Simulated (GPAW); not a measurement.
## Magnetic state of MnS (Rambergite) from several starts

Aim: find out whether MnS (Rambergite) carries moments, and which collinear order costs least.

Method: PBE with U = 4 eV on Mn d; plane waves with GPAW's PAW setups, scalar-relativistic, in GPAW 26.7.0.

This is a report of a sequence of runs, with most program output left out.

The database entry behind the starting cell differs from later determinations by our own check (about 0.3 % short against later determinations), so it need not match the best structure at ambient conditions.

**1. Starting point**

The structure is hexagonal, space group P6_3mc (No. 186). The conventional cell has a = 3.976 Å, b = 3.976 Å, c = 6.432 Å, α = 90.00°, β = 90.00°, γ = 120.00°. Mn has 4 S at 2.41 to 2.48 Å nearest. Nearest to S lie 4 Mn at 2.41 to 2.48 Å. Farther neighbours and most contacts between anions are not listed.

**2. Order 1, typed as ferro ++**

The parallel start comes first: it fits the smallest cell, keeps the most symmetry and shows whether parallel moments form. A Hubbard term is added for the open shell, at a value in common use.

order1.py reads:

```python
import json
import numpy as np
from ase import Atoms
from ase.parallel import paropen, parprint
from gpaw import GPAW

atoms = Atoms(['Mn', 'Mn', 'S', 'S'],
    cell=[[3.976, 0.0, 0.0],
         [-1.988, 3.44331701, 0.0],
         [0.0, 0.0, 6.432]],
    scaled_positions=[[0.33333333, 0.66666667, 0.0],
         [0.66666667, 0.33333333, 0.5],
         [0.33333333, 0.66666667, 0.385],
         [0.66666667, 0.33333333, 0.885]],
    pbc=True,
    magmoms=[4.5, 4.5, 0.0, 0.0])
atoms.calc = GPAW(mode={'name': 'pw', 'ecut': 550},
    xc='PBE',
    kpts={'size': (10, 10, 6), 'gamma': True},
    occupations={'name': 'fermi-dirac', 'width': 0.1},
    convergence={'density': 1e-05, 'energy': 1e-05},
    maxiter=200,
    setups={'Mn': ':d,4.0'},
    symmetry={'tolerance': 1e-4},
    txt='order1.txt')
e = atoms.get_potential_energy(force_consistent=True)
res = {'free_energy': e, 'energy_sigma0': atoms.get_potential_energy(), 'fermi_energy': atoms.calc.get_fermi_level()}
res['moments'] = atoms.get_magnetic_moments().tolist()
res['total'] = atoms.get_magnetic_moment()
parprint('site moments (muB):', np.round(res['moments'], 3))
parprint(f"total moment: {res['total']:.3f} muB")
parprint(f'free energy: {e:.6f} eV')
atoms.calc.write('order1.gpw')
with paropen('results.json', 'w') as f:
    json.dump(res, f)
```

Launch:

```sh
$ OMP_NUM_THREADS=1 mpirun -n 4 gpaw python order1.py > order1.log
```

Elapsed: 72 s, on 4 MPI ranks of Arm Neoverse V1, shared host; peak memory 1.1 GiB.

Spin moment in the augmentation sphere by atom:

| atom | spin moment in the augmentation sphere (μB) |
| --- | --- |
| Mn1 | 4.49 |
| Mn2 | 4.49 |
| S3 | 0.03 |
| S4 | 0.03 |

This step gave:

```yaml
magnetization: 10.000 μB
final_state: ferromagnetic
```

After 11 cycles the largest moment stands at 4.49 μB.

**3. Order 2, typed as antiferro q=(0,1/2,0) +--+**

Another pattern of signs weighs the neighbour shells otherwise.

The cell is doubled to 8 atoms to hold this order. Its mesh is chosen so that both cells sample the same points.

order2.py reads:

```python
import json
import numpy as np
from ase import Atoms
from ase.parallel import paropen, parprint
from gpaw import GPAW

atoms = Atoms(['Mn', 'Mn', 'Mn', 'Mn', 'S', 'S', 'S', 'S'],
    cell=[[3.976, 0.0, 0.0],
         [-3.976, 6.88663401, 0.0],
         [0.0, 0.0, 6.432]],
    scaled_positions=[[0.33333333, 0.33333333, 0.0],
         [0.33333333, 0.83333333, 0.0],
         [0.66666667, 0.16666667, 0.5],
         [0.66666667, 0.66666667, 0.5],
         [0.33333333, 0.33333333, 0.385],
         [0.33333333, 0.83333333, 0.385],
         [0.66666667, 0.16666667, 0.885],
         [0.66666667, 0.66666667, 0.885]],
    pbc=True,
    magmoms=[4.5, -4.5, -4.5, 4.5, 0.0, 0.0, 0.0, 0.0])
atoms.calc = GPAW(mode={'name': 'pw', 'ecut': 550},
    xc='PBE',
    kpts={'size': (10, 5, 6), 'gamma': True},
    occupations={'name': 'fermi-dirac', 'width': 0.1},
    convergence={'density': 1e-05, 'energy': 1e-05},
    maxiter=200,
    setups={'Mn': ':d,4.0'},
    symmetry={'tolerance': 1e-4},
    txt='order2.txt')
e = atoms.get_potential_energy(force_consistent=True)
res = {'free_energy': e, 'energy_sigma0': atoms.get_potential_energy(), 'fermi_energy': atoms.calc.get_fermi_level()}
res['moments'] = atoms.get_magnetic_moments().tolist()
res['total'] = atoms.get_magnetic_moment()
parprint('site moments (muB):', np.round(res['moments'], 3))
parprint(f"total moment: {res['total']:.3f} muB")
parprint(f'free energy: {e:.6f} eV')
atoms.calc.write('order2.gpw')
with paropen('results.json', 'w') as f:
    json.dump(res, f)
```

Launch:

```sh
$ OMP_NUM_THREADS=1 mpirun -n 4 gpaw python order2.py > order2.log
```

Wall time 8.8 min (4 MPI ranks); peak memory 2.7 GiB; 35 min of CPU time.

Spin moment in the augmentation sphere by atom:

| atom | spin moment in the augmentation sphere (μB) |
| --- | --- |
| Mn1 | 4.41 |
| Mn2 | -4.41 |
| Mn3 | -4.41 |
| Mn4 | 4.41 |
| S5 | 0.00 |
| S6 | 0.00 |
| S7 | 0.00 |
| S8 | 0.00 |

Numbers from this step:

```
magnetization : 0 μB
final state   : antiferromagnetic
```

It lies 92.5 meV a seeded atom under the first start, and its largest moment is 4.41 μB against 4.49 μB.

**4. Start 3: antiferro +-**

Reversing part of the moments tests the sign of the couplings between them.

order3.py reads:

```python
import json
import numpy as np
from ase import Atoms
from ase.parallel import paropen, parprint
from gpaw import GPAW

atoms = Atoms(['Mn', 'Mn', 'S', 'S'],
    cell=[[3.976, 0.0, 0.0],
         [-1.988, 3.44331701, 0.0],
         [0.0, 0.0, 6.432]],
    scaled_positions=[[0.33333333, 0.66666667, 0.0],
         [0.66666667, 0.33333333, 0.5],
         [0.33333333, 0.66666667, 0.385],
         [0.66666667, 0.33333333, 0.885]],
    pbc=True,
    magmoms=[4.5, -4.5, 0.0, 0.0])
atoms.calc = GPAW(mode={'name': 'pw', 'ecut': 550},
    xc='PBE',
    kpts={'size': (10, 10, 6), 'gamma': True},
    occupations={'name': 'fermi-dirac', 'width': 0.1},
    convergence={'density': 1e-05, 'energy': 1e-05},
    maxiter=200,
    setups={'Mn': ':d,4.0'},
    symmetry={'tolerance': 1e-4},
    txt='order3.txt')
e = atoms.get_potential_energy(force_consistent=True)
res = {'free_energy': e, 'energy_sigma0': atoms.get_potential_energy(), 'fermi_energy': atoms.calc.get_fermi_level()}
res['moments'] = atoms.get_magnetic_moments().tolist()
res['total'] = atoms.get_magnetic_moment()
parprint('site moments (muB):', np.round(res['moments'], 3))
parprint(f"total moment: {res['total']:.3f} muB")
parprint(f'free energy: {e:.6f} eV')
atoms.calc.write('order3.gpw')
with paropen('results.json', 'w') as f:
    json.dump(res, f)
```

Launch:

```sh
$ OMP_NUM_THREADS=1 mpirun -n 4 gpaw python order3.py > order3.log
```

The job ended after 62 s (4 MPI ranks; peak memory 1.1 GiB; 4.1 min of CPU time).

Spin moment in the augmentation sphere by atom:

| atom | spin moment in the augmentation sphere (μB) |
| --- | --- |
| Mn1 | 4.44 |
| Mn2 | -4.44 |
| S3 | -0.01 |
| S4 | 0.01 |

Read from the output:

* magnetization: 0 μB
* final state: antiferromagnetic

It lies 57.5 meV a seeded atom under the first start, and its largest moment is 4.44 μB against 4.49 μB.

**5. Start 4: no spin polarisation**

A run without seeds gives the energy of the state without moments.

nospin.py is the script of step 4 with these lines changed:

```diff
@@ -14,4 +14,3 @@
          [0.66666667, 0.33333333, 0.885]],
-    pbc=True,
-    magmoms=[4.5, -4.5, 0.0, 0.0])
+    pbc=True)
 atoms.calc = GPAW(mode={'name': 'pw', 'ecut': 550},
@@ -24,11 +23,7 @@
     symmetry={'tolerance': 1e-4},
-    txt='order3.txt')
+    txt='nospin.txt')
 e = atoms.get_potential_energy(force_consistent=True)
 res = {'free_energy': e, 'energy_sigma0': atoms.get_potential_energy(), 'fermi_energy': atoms.calc.get_fermi_level()}
-res['moments'] = atoms.get_magnetic_moments().tolist()
-res['total'] = atoms.get_magnetic_moment()
-parprint('site moments (muB):', np.round(res['moments'], 3))
-parprint(f"total moment: {res['total']:.3f} muB")
 parprint(f'free energy: {e:.6f} eV')
-atoms.calc.write('order3.gpw')
+atoms.calc.write('nospin.gpw')
 with paropen('results.json', 'w') as f:
```

Launch:

```sh
$ OMP_NUM_THREADS=1 mpirun -n 4 gpaw python nospin.py > nospin.log
```

It took 49 s on 4 MPI ranks; peak memory 0.95 GiB.

Read from the output:

```
final state : non-magnetic (no spin polarisation)
```

It lies 4424 meV a seeded atom over the first start.

**6. Energies of the orders**

These are free energies at a smearing of 0.1 eV, so its entropy term is in the differences. They are divided by the number of seeded atoms, so that cells of unlike size compare. Wavevectors q in the names are fractions of the reciprocal vectors of the first run's cell.

Orders:

| start | final state | typed order kept | energy over the lowest (meV a seeded atom) | largest site moment (μB) | net moment (μB a primitive cell) | mesh matched | CPU time (s) |
| --- | --- | --- | --- | --- | --- | --- | --- |
| ferro ++ | ferromagnetic | yes | 92.45 | 4.491 | 10 | yes | 287.7 |
| antiferro q=(0,1/2,0) +--+ | antiferromagnetic | yes | 0 | 4.414 | 0 | yes | 2122 |
| antiferro +- | antiferromagnetic | yes | 34.94 | 4.441 | 0 | yes | 247.2 |
| no spin polarisation | non-magnetic | - | 4516 | 0 | 0 | yes | 195.4 |

**7. Summary of results**

| Quantity | Value |
| --- | --- |
| lowest state found | antiferromagnetic (typed antiferro q=(0,1/2,0) +--+) |
| largest site moment | 4.41 μB |
| next state | antiferromagnetic, 34.9 meV a seeded atom higher |
| run without spin seeds, over the lowest | 4516 meV a seeded atom |

In words: The lowest state found is antiferromagnetic, reached from the start antiferro q=(0,1/2,0) +--+, with moments up to 4.41 μB. The next state costs 35 meV a seeded atom. Under a U a spinless open shell is left with part-filled orbitals, which the U penalises, so its energy is no clean measure of what the moments gain. This is the lowest of 4 finished starts, no proof of the ground state.

[Logs and program files are shortened in this print: banners, set-up blocks, solver, clock and traceback lines can be left out without a mark of their own.]

[Logs are printed without paths, hosts, clocks, repeated set-up lines and the standing remarks that a program may print on its own settings, such as how far it seeks lower states.]

[Hosts, paths, dates, database ids (printed as entryN), source tags and the programs' standing remarks are cut or masked in the printed files.]

[Where a cell is said to come from a database of computed structures, the database is the Materials Project.]
